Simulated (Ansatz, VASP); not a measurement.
Si2N: VASP beside Ansatz

```
CELL_PARAMETERS angstrom
4.20012 0.00000 0.00000
0.00000 4.20012 0.00000
0.00000 0.00000 4.20012
ATOMIC_POSITIONS crystal
Si 0.25000 0.25000 0.25000
Si 0.25000 0.75000 0.75000
Si 0.75000 0.75000 0.25000
Si 0.75000 0.25000 0.75000
N 0.00000 0.00000 0.00000
N 0.50000 0.50000 0.50000
```

Alike in both runs: functional PBE; k mesh 4 × 4 × 4; occupations gaussian, width 0.1 eV; no spin polarisation.

Ansatz relaxed the structure, and its values are those at the end. VASP's run is a single point on that final structure, the one shown.

```csv
,VASP,Ansatz
version,VASP 6.6.1,Ansatz 0.2.0
potentials or method,"VASP PAW PBE potentials, release 64 (Si, N)","scalar-relativistic, plane waves, PAW"
plane-wave cutoff (eV),520,420
valence electrons in the cell,26,26
```

|  | VASP | Ansatz | Ansatz less VASP |
| --- | --- | --- | --- |
| gap on the k mesh at the Fermi level (eV) | none | none | - |
| pressure (GPa) | -0.2 | -0.2 | +0.04 |

A gap of «none» marks a metal or a gap that the smearing closes.

Caveats: the k mesh is coarse (spacing up to 0.37 Å⁻¹), so the values aren't converged.
